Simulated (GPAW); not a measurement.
Crystal: Ti.

```xyz
3
Lattice="4.5674 0.0000 0.0000 -2.2837 3.9555 0.0000 0.0000 0.0000 2.8262" Properties=species:S:1:pos:R:3 pbc="T T T"
Ti    2.2837    1.3185    1.4131
Ti    0.0000    2.6370    1.4131
Ti    0.0000    0.0000    0.0000
```

This isn't the form of Ti at room conditions, which is hcp.

```yaml
Program: GPAW 26.7.0
Task: relaxation of cell and atoms
Functional: PBEsol
Dispersion: D4
Potentials_or_basis: PAW data sets generated in the run's folder for this functional
Cutoff: 600 eV
Basis: pw
k_mesh: 5 × 5 × 7
Occupations: fermi-dirac, width 0.05 eV
Spin: no spin polarisation
```

At the start: pressure -5.2 GPa; volume 17.02 Å³/atom.

Task: How do energy, volume and symmetry change on relaxing?

Result: Over 4 steps the energy falls by 8.5 meV/atom and the volume is 16.26 Å³/atom (-4.5 %); space group P6/mmm (No. 191, to 0.05 Å).

Step by step:
```tsv
step	energy change (eV)	largest force (eV/Å)	pressure (GPa)	volume (Å³)
1	0.0000	0.0000	-5.16	51.06
2	-0.0096	0.0000	-4.33	50.66
3	-0.0250	0.0000	0.17	48.71
4	-0.0254	0.0000	0.01	48.77
```

Final structure:
```cif
data_structure
_symmetry_space_group_name_H-M 'P 1'
_symmetry_Int_Tables_number 1
_cell_length_a 4.4947
_cell_length_b 4.4947
_cell_length_c 2.7875
_cell_angle_alpha 90.000
_cell_angle_beta 90.000
_cell_angle_gamma 120.000
_cell_volume 48.77
loop_
_atom_site_label
_atom_site_type_symbol
_atom_site_fract_x
_atom_site_fract_y
_atom_site_fract_z
_atom_site_occupancy
Ti1 Ti 0.66667 0.33333 0.50000 1
Ti2 Ti 0.33333 0.66667 0.50000 1
Ti3 Ti 0.00000 0.00000 0.00000 1
```

Caveat: later steps reuse the first step's grids; pairwise dispersion overbinds metals, which lowers pressure and volume.
